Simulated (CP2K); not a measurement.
A run of CP2K 2026.2 is set up as follows.

Contents of sn_bands.inp:

```
&GLOBAL
  PROJECT sn_bands
  RUN_TYPE ENERGY_FORCE
  PRINT_LEVEL LOW
&END GLOBAL
&FORCE_EVAL
  METHOD QS
  STRESS_TENSOR ANALYTICAL
  &DFT
    BASIS_SET_FILE_NAME BASIS_MOLOPT_UZH
    POTENTIAL_FILE_NAME POTENTIAL_UZH
    &MGRID
      CUTOFF 450
      REL_CUTOFF 60
      NGRIDS 5
    &END MGRID
    &QS
      METHOD GPW
      EPS_DEFAULT 1.0E-9
    &END QS
    &KPOINTS
      SCHEME MONKHORST-PACK 7 7 7
      GAMMA_CENTERED T
      SYMMETRY T
      SYMMETRY_BACKEND SPGLIB
    &END KPOINTS
    &SCF
      SCF_GUESS ATOMIC
      EPS_SCF 1.0E-6
      MAX_SCF 100
      ADDED_MOS 10
      CHOLESKY OFF
      EPS_EIGVAL 1.0E-7
      &DIAGONALIZATION ON
        ALGORITHM STANDARD
      &END DIAGONALIZATION
      &MIXING ON
        METHOD BROYDEN_MIXING
        ALPHA 0.4
        BETA 1.5
        NBUFFER 8
      &END MIXING
      &SMEAR ON
        METHOD FERMI_DIRAC
        ELECTRONIC_TEMPERATURE [K] 300.557
      &END SMEAR
    &END SCF
    &XC
      &XC_FUNCTIONAL
        &GGA_X_PBE
        &END GGA_X_PBE
        &GGA_C_PBE
        &END GGA_C_PBE
      &END XC_FUNCTIONAL
    &END XC
    &PRINT
      &KPOINTS ON
      &END KPOINTS
      &MULLIKEN ON
      &END MULLIKEN
      &MO ON
        ENERGIES T
        OCCUPATION_NUMBERS T
        &EACH
          QS_SCF 0
        &END EACH
        ADD_LAST NUMERIC
      &END MO
      &LOWDIN ON
      &END LOWDIN
      &HIRSHFELD ON
        SHAPE_FUNCTION DENSITY
      &END HIRSHFELD
      &BAND_STRUCTURE
        FILE_NAME bands.bs
        ADDED_MOS 2
        &KPOINT_SET
          UNITS B_VECTOR
          NPOINTS 10
          SPECIAL_POINT GAMMA 0.00000000 0.00000000 0.00000000
          SPECIAL_POINT X 0.50000000 0.00000000 0.50000000
          SPECIAL_POINT W 0.50000000 0.25000000 0.75000000
          SPECIAL_POINT K 0.37500000 0.37500000 0.75000000
          SPECIAL_POINT GAMMA 0.00000000 0.00000000 0.00000000
          SPECIAL_POINT L 0.50000000 0.50000000 0.50000000
          SPECIAL_POINT U 0.62500000 0.25000000 0.62500000
          SPECIAL_POINT W 0.50000000 0.25000000 0.75000000
          SPECIAL_POINT L 0.50000000 0.50000000 0.50000000
          SPECIAL_POINT K 0.37500000 0.37500000 0.75000000
        &END KPOINT_SET
        &KPOINT_SET
          UNITS B_VECTOR
          NPOINTS 10
          SPECIAL_POINT U 0.62500000 0.25000000 0.62500000
          SPECIAL_POINT X 0.50000000 0.00000000 0.50000000
        &END KPOINT_SET
      &END BAND_STRUCTURE
    &END PRINT
  &END DFT
  &SUBSYS
    &CELL
      A 4.5726372396 0.0000000000 0.0000000000
      B 2.2863186198 3.9600200118 0.0000000000
      C 2.2863186198 1.3200066706 3.7335426719
      PERIODIC XYZ
    &END CELL
    &COORD
      SCALED
      Sn  0.7500000000 0.7500000000 0.7500000000
      Sn  0.5000000000 0.5000000000 0.5000000000
    &END COORD
    &KIND Sn
      BASIS_SET TZVP-MOLOPT-PBE-GTH-q4
      POTENTIAL GTH-PBE-q4
    &END KIND
    &PRINT
      &ATOMIC_COORDINATES ON
      &END ATOMIC_COORDINATES
      &CELL ON
      &END CELL
    &END PRINT
  &END SUBSYS
  &PRINT
    &FORCES ON
    &END FORCES
    &STRESS_TENSOR ON
    &END STRESS_TENSOR
  &END PRINT
&END FORCE_EVAL
```

Potentials or basis: POTENTIAL_UZH Sn GTH-PBE-q4; TZVP-MOLOPT-PBE-GTH basis.

Run with:

```console
$ OMP_NUM_THREADS=2 cp2k.psmp -i sn_bands.inp -o sn_bands.out
```

Question: Predict the band gap on the k mesh.

Answer: None (metal or under the smearing width).

Question: What does it give for the pressure?

Answer: 4.1 GPa.

Levels at the corners of the path, in eV from the Fermi level:
```tsv
point	band 2	band 3	band 4	band 5	band 6	band 7
Γ	-0.48	0.03	0.03	0.03	2.18	2.18
X	-7.58	-2.53	-2.53	0.81	0.81	8.01
W	-7.52	-3.14	-3.14	3.63	3.63	4.30
K	-7.09	-3.48	-2.17	1.12	3.57	6.23
Γ	-0.48	0.03	0.03	0.03	2.18	2.18
L	-6.37	-1.17	-1.17	0.01	3.34	3.34
U	-7.09	-3.48	-2.17	1.12	3.57	6.23
W	-7.52	-3.14	-3.14	3.63	3.63	4.30
L	-6.37	-1.17	-1.17	0.01	3.34	3.34
K	-7.09	-3.48	-2.17	1.12	3.57	6.23
U	-7.09	-3.48	-2.17	1.12	3.57	6.23
X	-7.58	-2.53	-2.53	0.81	0.81	8.01
```

Caveat: spin-orbit coupling is left out, which moves the levels of the heavy elements; the basis of atomic orbitals isn't converged, which shifts pressures, moduli and gaps.
